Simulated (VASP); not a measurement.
## KI: phonons with LDA

Crystal: KI.

```xyz
2
Lattice="0.0000 3.4135 3.4135 3.4135 0.0000 3.4135 3.4135 3.4135 0.0000" Properties=species:S:1:pos:R:3 pbc="T T T"
K     0.0000    0.0000    0.0000
I     3.4135    3.4135    3.4135
```

```json
{
  "Program": "VASP 6.6.1",
  "Task": "phonons",
  "Functional": "LDA",
  "Potentials or basis": "VASP PAW LDA potentials, release 64 (K_sv, I)",
  "Cutoff": "600 eV",
  "k mesh": "8 × 8 × 8",
  "Occupations": "gaussian, width 0.03 eV",
  "Spin": "no spin polarisation",
  "Target pressure": "-1.5 GPa",
  "By perturbation theory": "no",
  "Further INCAR settings": "ALGO = Normal; EDIFF = 1e-08; IBRION = 6; POTIM = 0.015; NSW = 1"
}
```

The relaxed volume is 45.27 Å³/atom. The relaxed cell is a = 5.040 Å, b = 5.040 Å, c = 5.040 Å, α = 60.00°, β = 60.00°, γ = 60.00°, the space group after relaxing (to 0.05 Å) is Fm-3m (No. 225) and the highest phonon frequency at Γ, LO-TO splitting left out is 82 cm⁻¹.

Step by step:
```tsv
step	energy change (eV)	largest force (eV/Å)	pressure (GPa)	volume (Å³)
1	0.0000	0.0000	0.00	79.55
2	0.0107	0.0000	-0.75	83.93
3	0.0446	0.0000	-1.36	88.99
4	0.0562	0.0000	-1.48	90.30
5	0.0585	0.0000	-1.50	90.53
```

Final structure:
```cif
data_structure
_symmetry_space_group_name_H-M 'P 1'
_symmetry_Int_Tables_number 1
_cell_length_a 5.0402
_cell_length_b 5.0402
_cell_length_c 5.0402
_cell_angle_alpha 60.000
_cell_angle_beta 60.000
_cell_angle_gamma 60.000
_cell_volume 90.53
loop_
_atom_site_label
_atom_site_type_symbol
_atom_site_fract_x
_atom_site_fract_y
_atom_site_fract_z
_atom_site_occupancy
K1 K 0.00000 0.00000 0.00000 1
I1 I 0.50000 0.50000 0.50000 1
```

Phonon frequencies in cm⁻¹ (negative: imaginary):
```
              q point     frequencies
(0.000, 0.000, 0.000)  0 0 0 82 82 82
```

It took 2 min on 1 thread of Intel(R) Xeon(R) 6975P-C (Granite Rapids), with other jobs on the host, peak memory 0.29 GiB.

Spin-orbit coupling is left out, which matters for the levels of I.
